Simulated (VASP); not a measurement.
# Os: intraband terms of a metal's spectrum

Os, Fm-3m (no. 225), 1 atom in the cell. PBE, independent-particle dielectric function; PAW potentials Os (PBE set).

## Input

INCAR.step1:
```
PREC     = Accurate       # precision mode
ENCUT    = 270            # plane-wave cutoff, eV
ISMEAR   = 1              # smearing method
SIGMA    = 0.1            # smearing width, eV
EDIFF    = 1E-7           # SCF threshold, eV
LASPH    = T              # aspherical terms in the spheres
KPAR     = 4            
LWAVE    = F              # write WAVECAR
LCHARG   = T              # write CHGCAR
LMAXMIX  = 4              # l up to which the mixer works
```

INCAR.step2:
```
PREC     = Accurate       # precision mode
ENCUT    = 270            # plane-wave cutoff, eV
ISMEAR   = 0              # smearing method
SIGMA    = 0.3            # smearing width, eV
EDIFF    = 1E-6           # SCF threshold, eV
LASPH    = T              # aspherical terms in the spheres
KPAR     = 4            
LWAVE    = T              # write WAVECAR
LCHARG   = F              # write CHGCAR
LMAXMIX  = 4              # l up to which the mixer works
ICHARG   = 11             # starting density
NBANDS   = 18             # bands
NEDOS    = 3000           # points of the DOS
OMEGAMAX = 30           
CSHIFT   = 0.1           
```

INCAR.step3, as INCAR.step2 but for:
```
- LWAVE = T
+ LWAVE = F
+ LOPTICS = T
+ ALGO = None
+ NELM = 1
+ ISTART = 1
```

INCAR.step4, as INCAR.step3 but for:
```
+ WPLASMAI = 0.03
```

INCAR.step5 to INCAR.step6 change the same tag again: WPLASMAI = 0.1, 0.3.

INCAR.step7, as INCAR.step6 but for:
```
- WPLASMAI = 0.3
+ RTIME = 5
```

INCAR.step8, as INCAR.step7 but for:
```
- RTIME = 5
+ RTIME = 20
```

INCAR.step9, as INCAR.step8 but for:
```
- RTIME = 20
+ LNABLA = T
```

INCAR.step10, as INCAR.step9 but for:
```
- ISMEAR = 0
- LNABLA = T
+ ISMEAR = -5
```

KPOINTS.step1:
```
k-points
0
Gamma
  12 12 12
```

KPOINTS.step2:
```
k-points
0
Gamma
  24 24 24
```

POSCAR:
```
Os
1.0
    0.0000000000      1.9450000000      1.9450000000
    1.9450000000      0.0000000000      1.9450000000
    1.9450000000      1.9450000000      0.0000000000
Os
1
Direct
    0.0000000000      0.0000000000      0.0000000000
```

Commands (each step's output is kept before the next begins):
```
cat potpaw_PBE.64/Os/POTCAR > POTCAR
cp INCAR.step1 INCAR
cp KPOINTS.step1 KPOINTS
mpirun -np 4 vasp_std > vasp.out
cp INCAR.step2 INCAR
cp KPOINTS.step2 KPOINTS
mpirun -np 4 vasp_std > vasp.out
cp INCAR.step3 INCAR
mpirun -np 4 vasp_std > vasp.out
cp INCAR.step4 INCAR
mpirun -np 4 vasp_std > vasp.out
cp INCAR.step5 INCAR
mpirun -np 4 vasp_std > vasp.out
cp INCAR.step6 INCAR
mpirun -np 4 vasp_std > vasp.out
cp INCAR.step7 INCAR
mpirun -np 4 vasp_std > vasp.out
cp INCAR.step8 INCAR
mpirun -np 4 vasp_std > vasp.out
cp INCAR.step9 INCAR
mpirun -np 4 vasp_std > vasp.out
cp INCAR.step10 INCAR
mpirun -np 4 vasp_std > vasp.out
```

## Result

- Bands: 18

One ground state, settings moved in the last step alone:

| Settings | Plasma frequency (eV) | Im ε at 0.5 eV | Im ε at 1 eV | Im ε at 2 eV | Im ε at 4 eV | Time (s) |
|---|---|---|---|---|---|---|
| interband part alone | 10.23 | 29.6 | 22.2 | 35.2 | 19.9 | 6 |
| Drude term, WPLASMAI 0.03 | 10.23 | 54.7 | 25.3 | 35.6 | 19.9 | 6 |
| Drude term, WPLASMAI 0.1 | 10.23 | 110.1 | 32.5 | 36.5 | 20.0 | 6 |
| Drude term, WPLASMAI 0.3 | 10.23 | 214.3 | 51.0 | 39.0 | 20.4 | 5 |
| relaxation time RTIME 5 fs | 10.23 | 132.7 | 35.7 | 36.9 | 20.1 | 5 |
| relaxation time RTIME 20 fs | 10.23 | 57.1 | 25.6 | 35.6 | 19.9 | 6 |
| transversal form (LNABLA) | 9.33 | 22.6 | 16.7 | 28.2 | 17.4 | 5 |
| tetrahedron method | – | – | – | – | – | no result |

Limits: Spin-orbit coupling is left out, which can matter with atoms this heavy.

VASP 6.6.1 took 47 s on 4 cores (Intel Xeon Platinum 8375C @ 2.90GHz (Ice Lake)), a shared host.
